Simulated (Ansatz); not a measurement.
# Au: the cost of one run

Computed with Ansatz 0.2.0 (DFT PBEsol, scalar-relativistic, plane waves, PAW, unless a step's input says otherwise).

2 further runs of the same task are left out: 2 set aside as unsound or not needed.

## (1) Starting point

The structure is orthorhombic, space group Cmcm (No. 63). The conventional cell has a = 2.820 Å, b = 5.034 Å, c = 4.801 Å, α = 90.00°, β = 90.00°, γ = 90.00°. Around Au (site symmetry m2m) lie 12 Au at 2.82 to 2.92 Å.

Coordinates:

```xyz
8
Lattice="2.8200 0.0000 4.8007 2.8200 0.0000 -4.8007 -2.8200 5.0340 0.0000" Properties=species:S:1:pos:R:3 pbc="T T T"
Au    0.0000    1.6921    1.2002
Au   -1.4100    4.2091    1.2002
Au    2.8200    1.6921    1.2002
Au    1.4100    4.2091    1.2002
Au    2.8200    3.3419   -1.2002
Au    4.2300    0.8249   -1.2002
Au    0.0000    3.3419   -1.2002
Au    1.4100    0.8249   -1.2002
```

It goes back to an entry of the Materials Project, which need not be the stable form.

It is built from the cell relaxed beforehand with the same method (17.04 Å³/atom).

## (2) Zero of the scan

Contents of input.yaml:

```yaml
crystal:
  lattice:
    - [2.8200300622, 0.0, 4.8006775721]
    - [2.8200300622, 0.0, -4.8006775721]
    - [-2.8200300622, 5.0340061977, 0.0]
  atoms:
    - { symbol: Au, position: [0.2930680239, 0.0430680239, 0.3361360478] }
    - { symbol: Au, position: [0.2930680239, 0.0430680239, 0.8361360478] }
    - { symbol: Au, position: [0.7930680239, 0.5430680239, 0.3361360478] }
    - { symbol: Au, position: [0.7930680239, 0.5430680239, 0.8361360478] }
    - { symbol: Au, position: [0.7069319761, 0.9569319761, 0.6638639522] }
    - { symbol: Au, position: [0.7069319761, 0.9569319761, 0.1638639522] }
    - { symbol: Au, position: [0.2069319761, 0.4569319761, 0.6638639522] }
    - { symbol: Au, position: [0.2069319761, 0.4569319761, 0.1638639522] }
basis:
  ecutwfc: 420
kpoints:
  mp_grid: { grid: [8, 8, 8] }
hamiltonian:
  xc: pbesol
scf:
  occupations: { method: gaussian, width: 0.15 }
output:
  forces: true
  stress: true
  eigenvalues: true
```

Run with:

```sh
ansatz run input.yaml --threads 2 --pin off --max-ram 5120MiB --backend cpu --events-out ev --progress --plain --runs-dir out
```

What time and memory should one allow on 2 threads of Arm Neoverse V1, shared host?

About 34 s, with a peak of 0.98 GiB.
